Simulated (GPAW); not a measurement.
CdSe (Cadmoselite):

```
Cd Se
1.0
     4.30000    0.00000    0.00000
    -2.15000    3.72391    0.00000
     0.00000    0.00000    7.02000
Cd Se
2 2
Direct
  0.66667 0.33333 0.50000
  0.33333 0.66667 0.00000
  0.66667 0.33333 0.88500
  0.33333 0.66667 0.38500
```

```yaml
Program: GPAW 26.7.0
Task: relaxation of cell and atoms
Functional: PBEsol
Dispersion: D3(BJ)
Potentials_or_basis: PAW data sets generated in the run's folder for this functional
Cutoff: 600 eV
Basis: pw
k_mesh: 5 × 5 × 3
Occupations: fermi-dirac, width 0.05 eV
Spin: no spin polarisation
```

At the start: pressure -1.7 GPa; volume 28.10 Å³/atom.

Task: How do energy, volume and symmetry change on relaxing?

Result: Over 13 steps the energy falls by 10.0 meV/atom and the volume is 27.18 Å³/atom (-3.3 %); space group P6_3mc (No. 186, to 0.05 Å).

The path:
```csv
step,energy change (eV),largest force (eV/Å),pressure (GPa),volume (Å³)
1,0.0000,0.2696,-1.68,112.41
2,-0.0084,0.2390,-1.55,112.05
3,-0.0358,0.1301,-0.11,108.94
4,-0.0382,0.0195,-0.43,109.54
5,-0.0386,0.0231,-0.35,109.38
6,-0.0396,0.0079,0.01,108.68
7,-0.0397,0.0047,0.04,108.63
8,-0.0397,0.0118,0.03,108.64
9,-0.0397,0.0164,0.02,108.65
10,-0.0398,0.0221,0.01,108.68
11,-0.0399,0.0210,-0.01,108.71
12,-0.0400,0.0105,-0.01,108.71
13,-0.0400,0.0029,0.00,108.70
```

Final structure:
```
CELL_PARAMETERS angstrom
4.25206 0.00000 0.00000
-2.12603 3.68239 0.00000
0.00000 0.00000 6.94233
ATOMIC_POSITIONS crystal
Cd 0.66667 0.33333 0.50478
Cd 0.33333 0.66667 0.00476
Se 0.66667 0.33333 0.88021
Se 0.33333 0.66667 0.38023
```

Caveat: later steps reuse the first step's grids.
